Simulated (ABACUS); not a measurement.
The system is Sn.

```
Sn
1.0
    -2.94014    2.94014    1.59930
     2.94014   -2.94014    1.59930
     2.94014    2.94014   -1.59930
Sn
2
Direct
  0.00000 0.00000 0.00000
  0.75000 0.25000 0.50000
```

```yaml
Program: ABACUS 3.10.1
Task: relaxation of cell and atoms
Functional: TM
Potentials_or_basis: SG15 ONCV 1.2 PBE
Cutoff: 1143 eV
Density_cutoff: 4572 eV
Basis: plane waves
k_mesh: 6 × 6 × 6
Occupations: fermi-dirac, width 0.05 eV
Spin: no spin polarisation
```

At the start: pressure -3.0 GPa; volume 27.65 Å³/atom.

Task: Where does the relaxation end?

Result: Over 4 steps the energy falls by 17.5 meV/atom and the volume is 26.06 Å³/atom (-5.8 %); space group I4_1/amd (No. 141, to 0.05 Å).

Step by step:
| step | energy change (eV) | largest force (eV/Å) | pressure (GPa) | volume (Å³) |
| --- | --- | --- | --- | --- |
| 1 | 0.0000 | 0.0000 | -3.01 | 55.30 |
| 2 | -0.0303 | 0.0000 | 1.31 | 51.09 |
| 3 | -0.0341 | 0.0000 | 0.15 | 52.07 |
| 4 | -0.0350 | 0.0000 | 0.03 | 52.12 |

Final structure:
```
CELL_PARAMETERS angstrom
-2.90028 2.90028 1.54894
2.90028 -2.90028 1.54894
2.90028 2.90028 -1.54894
ATOMIC_POSITIONS crystal
Sn 0.00000 0.00000 0.00000
Sn 0.75000 0.25000 0.50000
```

Caveat: the k mesh is coarse (spacing up to 0.37 Å⁻¹), so the values aren't converged; the potentials were made for another functional, which shifts forces and pressure.
